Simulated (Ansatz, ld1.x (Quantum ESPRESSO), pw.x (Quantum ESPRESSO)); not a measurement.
## Tc (Z = 43): does the TM potential hold in the solid?

* Element: technetium (Tc)
* Generator: ld1.x (Quantum ESPRESSO) 7.5
* Type: norm-conserving Troullier–Martins (Kleinman–Bylander form)
* Functional: PBE
* Relativity: scalar-relativistic
* Frozen core: [Kr]
* Valence charge: 7
* Reference configuration: 4d5 5s2 5p0
* Partial waves: 5p (bound, empty): rc 3.90 bohr; 4d (bound): rc 1.35 bohr; 5s (bound): rc 2.45 bohr
* Local potential: the s channel
* Core correction: none

Crystal test: fcc Tc in pw.x 7.5, no spin, 15³ k-points, Fermi–Dirac smearing 0.01 Ry, cutoffs 85/340 Ry. The reference is all-electron LAPW (Ansatz 0.2.0) with the same functional, mesh and smearing; V0 and B0 come from Birch–Murnaghan fits to the pressures at five volumes. Errors are pseudo minus all-electron; Δ is the rms difference of the E(V) curves that follow from these fits, minima aligned, over ±6 % about the mean V0. Mesh and smearing are coarse, so the numbers serve the comparison and aren't converged zero-temperature values; the lattice is a test structure that the element need not adopt.

```json
{"V (Å³/atom)": "13.816", "P all-electron (GPa)": "16.43", "P pseudo (GPa)": "45.52"}
{"V (Å³/atom)": "14.179", "P all-electron (GPa)": "7.40", "P pseudo (GPa)": "33.86"}
{"V (Å³/atom)": "14.543", "P all-electron (GPa)": "-0.46", "P pseudo (GPa)": "23.64"}
{"V (Å³/atom)": "14.907", "P all-electron (GPa)": "-7.31", "P pseudo (GPa)": "14.67"}
{"V (Å³/atom)": "15.270", "P all-electron (GPa)": "-13.27", "P pseudo (GPa)": "6.80"}
```

All-electron: a0 = 3.873 Å (V0 = 14.52 Å³/atom), B0 = 295.3 GPa.

Pseudopotential: mean pressure error (GPa): +24.34. The pressure does not cross zero within the volumes sampled, so no fit is given. The largest radius (3.90 bohr) exceeds half the bond length (2.59 bohr), so the spheres overlap, which is one possible source of error among others. This is a poor potential for the solid.

Question: At the middle volume, how do free energy and pressure move when the wave cutoff is lowered (ecutrho kept at four times it)?

Answer:

```json
{"cutoff (Ry)": "38", "shift of F (meV/atom)": "+1039.9", "shift of P (GPa)": "-46.23"}
{"cutoff (Ry)": "51", "shift of F (meV/atom)": "+118.2", "shift of P (GPa)": "-7.44"}
{"cutoff (Ry)": "68", "shift of F (meV/atom)": "+3.9", "shift of P (GPa)": "-0.47"}
```

The run at the middle volume (120 k-points, 7 iterations) took about 12 s on one core of a shared host (Intel(R) Xeon(R) 6975P-C, 192 threads, 756 GiB, load 158).
